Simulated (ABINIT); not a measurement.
Input of an ABINIT 10.8.3 (patched build) run:

The input run.abi:

```
# Datasets: one volume each
ndtset 7
getwfk -1
scalecart1 3*0.9795861087
scalecart2 3*0.9864848297
scalecart3 3*0.9932883884
scalecart4 3*1.0000000000
scalecart5 3*1.0066227096
scalecart6 3*1.0131594038
scalecart7 3*1.0196128224

# Pseudopotentials
pp_dirpath "./"
pseudos "Au.GGA_PBE-JTH.xml"

# Structure
acell 3*1.0 Angstrom
rprim
     0.0000000000     2.0350000000     2.0350000000
     2.0350000000     0.0000000000     2.0350000000
     2.0350000000     2.0350000000     0.0000000000
ntypat 1
znucl 79
natom 1
typat 1
xred
     0.0000000000     0.0000000000     0.0000000000

# Plane-wave basis
ecut 680.284656 eV
pawecutdg 47.0

# k points
kptopt 1
ngkpt 11 11 11
nshiftk 1
shiftk 0.0 0.0 0.0

# Exchange and correlation
ixc 14
vdw_xc 6

# Bands and occupations
nband 10
occopt 3
tsmear 0.05 eV

# SCF cycle
nstep 100
tolvrs 1.0e-9

# Output
iomode 3
prtwf 1
prtden 0
prteig 0
prtebands 0
```

Potentials or basis: JTH PAW PBE v2.0.

Run with:

```bash
$ abinit run.abi > log 2>&1
```

What does it give for the pressure derivative of the bulk modulus?

7.1.

Predict the bulk modulus.

123 GPa.

What does it give for the equilibrium volume?

17.45 Å³/atom.

Energy against volume, from the lowest point:
| volume (Å³/atom) | energy (meV/atom) |
| --- | --- |
| 15.843 | 73.97 |
| 16.181 | 43.69 |
| 16.518 | 22.30 |
| 16.855 | 8.59 |
| 17.192 | 1.47 |
| 17.529 | 0.00 |
| 17.866 | 3.41 |

Caveat: pressures at fixed basis lie under the slope of the energies; the PAW data sets were made with another functional, which shifts forces and pressure a little. Spin-orbit coupling is left out, which matters for the levels of Au.

**The experiment to reproduce.**

“Exploring toroidal anvil profiles for larger sample volumes above 4 Mbar”, 2024, pmc:11102561 quotes, for a bulk crystal of Au: bulk modulus 167 GPa.

Measured bulk modulus of Au: 167 GPa (quoted in “Exploring toroidal anvil profiles for larger sample volumes above 4 Mbar”, 2024, pmc:11102561). This calculation gives 123 GPa (-26.1 %). The fit is for a static lattice scaled at fixed shape and fixed fractional positions.
